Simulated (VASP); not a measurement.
## Input and output of a VASP r²SCAN single-point calculation on PbS (strained rocksalt)

INCAR

```
SIGMA = 0.01
ISMEAR = 0
LASPH = .TRUE.
NELM = 120
ENCUT = 520
NBANDS = 17
LREAL = .FALSE.
LCHARG = .TRUE.
PREC = Accurate
IBRION = -1
NSW = 0
ALGO = Normal
EDIFF = 1E-7
ISIF = 2
LELF = .TRUE.
LWAVE = .FALSE.
METAGGA = R2SCAN
```

KPOINTS

```
KPOINTS created by Atomic Simulation Environment
0
Gamma
8 8 8
0 0 0
```

KPOINTS_OPT

```
special points
7
Reciprocal
0.0000000000 0.0000000000 0.0000000000 1
0.5000000000 0.0000000000 0.5000000000 1
0.6250000000 0.2500000000 0.6250000000 1
0.3750000000 0.3750000000 0.7500000000 1
0.5000000000 0.5000000000 0.5000000000 1
0.5000000000 0.2500000000 0.7500000000 1
0.0000000000 0.0000000000 0.5000000000 1
```

POSCAR

```
Pb S
 1.0000000000000000
     0.0000000000000000    2.9872326911000000    2.9872326911000000
     2.9722965276000002    0.0000000000000000    2.9872326911000000
     2.9722965276000002    2.9872326911000000    0.0000000000000000
 Pb  S
   1   1
Cartesian
  0.0000000000000000  0.0000000000000000  0.0000000000000000
  2.9722965275999997  2.9872326911000004  2.9872326911000009
```

VASP ran with the recommended PBE PAW datasets (20 valence electrons in the cell).

Command

```
mpirun -np 1 vasp_std
```

From OUTCAR

```
k-points           NKPTS =     59   k-points in BZ     NKDIM =     59   number of bands    NBANDS=     17

   NELECT =      20.0000    total number of electrons

   dimension x,y,z NGX =    32 NGY =   32 NGZ =   32
   dimension x,y,z NGXF=    64 NGYF=   64 NGZF=   64

  energy-cutoff  :      520.00
  volume of cell :       53.05
      direct lattice vectors                 reciprocal lattice vectors
     0.000000000  2.987232691  2.987232691    -0.168220094  0.167378993  0.167378993
     2.972296528  0.000000000  2.987232691     0.168220094 -0.167378993  0.167378993
     2.972296528  2.987232691  0.000000000     0.168220094  0.167378993 -0.167378993

 k-points in reciprocal lattice and weights: KPOINTS created by Atomic Simulation Env
   0.00000000  0.00000000  0.00000000       0.002
   0.12500000 -0.00000000 -0.00000000       0.016
   0.25000000 -0.00000000 -0.00000000       0.016
   0.37500000 -0.00000000 -0.00000000       0.016
   0.50000000 -0.00000000 -0.00000000       0.008
   0.12500000  0.12500000  0.00000000       0.008
   0.25000000  0.12500000 -0.00000000       0.031
   0.37500000  0.12500000 -0.00000000       0.031
   ...

 E-fermi :   5.5337

 k-point     1 :       0.0000    0.0000    0.0000
  band No.  band energies     occupation
      1     -11.9445      2.00000
      2     -11.9429      2.00000
      3     -11.9429      2.00000
      4     -11.9288      2.00000
      5     -11.9252      2.00000
      6      -8.5789      2.00000
      7      -0.6542      2.00000
      8       3.2081      2.00000
      9       3.2499      2.00000
     10       3.2499      2.00000
     11      10.9501      0.00000
     12      10.9501      0.00000
     13      11.0672      0.00000
     14      12.6511      0.00000
     15      12.6511      0.00000
     16      12.6807      0.00000
     17      14.5860      0.00000

 k-point     2 :       0.1250   -0.0000   -0.0000
  band No.  band energies     occupation
      1     -11.9430      2.00000
      2     -11.9406      2.00000
      3     -11.9404      2.00000
      4     -11.9293      2.00000
      5     -11.9266      2.00000
      6      -8.4466      2.00000
      7      -1.1304      2.00000
      8       3.2666      2.00000
      9       3.2902      2.00000
     10       3.6033      2.00000
     11       9.7627      0.00000
     12      10.1695      0.00000
     13      10.2415      0.00000
     14      12.5822      0.00000
     15      13.0290      0.00000
     16      13.0429      0.00000
     17      15.8125      0.00000

 k-point     3 :       0.2500   -0.0000   -0.0000
  band No.  band energies     occupation
      1     -11.9474      2.00000
      2     -11.9459      2.00000
      3     -11.9413      2.00000
      4     -11.9178      2.00000
      5     -11.9177      2.00000
      6      -8.0815      2.00000
      7      -2.1345      2.00000
      8       3.3930      2.00000
      9       3.4039      2.00000
     10       4.3134      2.00000
     11       8.1088      0.00000
     12       8.9485      0.00000
     13       9.0017      0.00000
     14      12.7619      0.00000
     15      13.9095      0.00000
     16      13.9110      0.00000
     17      17.8494      0.00000

 k-point     4 :       0.3750   -0.0000   -0.0000
  band No.  band energies     occupation
      1     -11.9575      2.00000
      2     -11.9557      2.00000
      3     -11.9404      2.00000
      4     -11.9040      2.00000
      5     -11.9029      2.00000
      6      -7.6145      2.00000
      7      -3.1013      2.00000
      8       3.5483      2.00000
      9       3.5516      2.00000
     10       4.9975      2.00000
     11       6.8312      0.00000
     12       8.0310      0.00000
     13       8.0683      0.00000
     14      13.6516      0.00000
     15      15.1627      0.00000
     16      15.1773      0.00000
     17      17.7729      0.00000

 k-point     5 :       0.5000   -0.0000   -0.0000
  band No.  band energies     occupation
      1     -11.9618      2.00000
      2     -11.9600      2.00000
      3     -11.9401      2.00000
      4     -11.8980      2.00000
      5     -11.8966      2.00000
      6      -7.3681      2.00000
      7      -3.5302      2.00000
      8       3.6207      2.00000
      9       3.6309      2.00000
     10       5.4684      2.00000
     11       6.1516      0.00000
     12       7.6878      0.00000
     13       7.7180      0.00000
     14      14.6249      0.00000
     15      16.1153      0.00000
     16      16.1471      0.00000
     17      16.4902      0.00000

 k-point     6 :       0.1250    0.1250    0.0000
  band No.  band energies     occupation
      1     -11.9463      2.00000
      2     -11.9407      2.00000
      3     -11.9367      2.00000
      4     -11.9348      2.00000
      5     -11.9225      2.00000
      6      -8.4008      2.00000
      7      -1.1820      2.00000
      8       3.0124      2.00000
      9       3.0571      2.00000
     10       4.0523      2.00000
     11       8.7924      0.00000
     12      10.6427      0.00000
     13      10.7439      0.00000
     14      11.6978      0.00000
     15      13.8030      0.00000
     16      13.8145      0.00000
     17      15.2595      0.00000

 k-point     7 :       0.2500    0.1250   -0.0000
  band No.  band energies     occupation
      1     -11.9572      2.00000
      2     -11.9460      2.00000
      3     -11.9342      2.00000
      4     -11.9261      2.00000
      5     -11.9142      2.00000
      6      -8.1079      2.00000
      7      -1.8500      2.00000
      8       2.9309      2.00000
      9       3.0250      2.00000
     10       4.4143      2.00000
     11       7.7655      0.00000
     12       9.8003      0.00000
     13      10.0892      0.00000
     14      11.8095      0.00000
     15      14.3002      0.00000
     16      14.6427      0.00000
     17      16.5384      0.00000

 k-point     8 :       0.3750    0.1250   -0.0000
  band No.  band energies     occupation
      1     -11.9715      2.00000
      2     -11.9430      2.00000
      3     -11.9409      2.00000
      4     -11.9158      2.00000
      5     -11.9012      2.00000
      6      -7.6625      2.00000
      7      -2.7390      2.00000
      8       3.0223      2.00000
      9       3.0897      2.00000
     10       4.3762      2.00000
     11       7.3561      0.00000
     12       8.9172      0.00000
     13       9.1091      0.00000
     14      12.5163      0.00000
     15      15.1519      0.00000
     16      15.7358      0.00000
     17      17.7130      0.00000

 k-point     9 :       0.5000    0.1250   -0.0000
  band No.  band energies     occupation
      1     -11.9760      2.00000
      2     -11.9515      2.00000
      3     -11.9367      2.00000
      4     -11.9074      2.00000
      5     -11.8966      2.00000
      6      -7.3130      2.00000
      7      -3.3466      2.00000
      8       2.8809      2.00000
      9       3.2788      2.00000
     10       4.5190      2.00000
     11       7.0411      0.00000
     12       8.2963      0.00000
     13       8.7371      0.00000
     14      13.7582      0.00000
     15      16.0217      0.00000
     16      16.2864      0.00000
     17      16.6185      0.00000

 k-point    10 :      -0.3750    0.1250    0.0000
  band No.  band energies     occupation
      1     -11.9688      2.00000
      2     -11.9536      2.00000
      3     -11.9364      2.00000
      4     -11.9049      2.00000
      5     -11.9038      2.00000
      6      -7.3963      2.00000
      7      -3.2361      2.00000
      8       2.6065      2.00000
      9       3.5711      2.00000
     10       4.9099      2.00000
     11       6.7552      0.00000
     12       7.9315      0.00000
     13       9.1097      0.00000
     14      13.9926      0.00000
     15      15.0234      0.00000
     16      16.1352      0.00000
     17      17.0408      0.00000

 k-point    11 :      -0.2500    0.1250    0.0000
  band No.  band energies     occupation
      1     -11.9544      2.00000
      2     -11.9477      2.00000
      3     -11.9394      2.00000
      4     -11.9200      2.00000
      5     -11.9091      2.00000
      6      -7.8201      2.00000
      7      -2.5221      2.00000
      8       2.5627      2.00000
      9       3.6847      2.00000
     10       4.8701      2.00000
     11       7.1925      0.00000
     12       8.2064      0.00000
     13       9.6549      0.00000
     14      13.2724      0.00000
     15      13.7837      0.00000
     16      15.6159      0.00000
     17      16.8018      0.00000

 ...

  Total        0.2306647      0.0226115      0.0226115      0.0000000      0.0000000      0.0000000
  in kB        6.9667687      0.6829359      0.6829359      0.0000000      0.0000000      0.0000000
  external PRESSURE =       2.7775468 kB  Pullay stress =       0.0000000 kB

 POSITION                                       TOTAL-FORCE (eV/Angst)
 -----------------------------------------------------------------------------------
      0.00000      0.00000      0.00000         0.000000      0.000000      0.000000
      2.97230      2.98723      2.98723        -0.000000     -0.000000     -0.000000
 -----------------------------------------------------------------------------------
    total drift:                                0.000000     -0.000000     -0.000000

  FREE ENERGIE OF THE ION-ELECTRON SYSTEM (eV)
  ---------------------------------------------------
  free  energy   TOTEN  =       -65.6115444604 eV

  energy  without entropy=      -65.6115444604  energy(sigma->0) =      -65.61154446
```

```json
{
  "gap between bands v and c": "0.68 eV",
  "least direct gap": "0.68 eV",
  "pressure": "0.3 GPa"
}
```

Band v is the last that the valence electrons fill when counted band by band, and c is the next.

The run took about 1.7 min on one core of a shared host (Intel Xeon Platinum 8488C) and held 0.23 GiB at most.
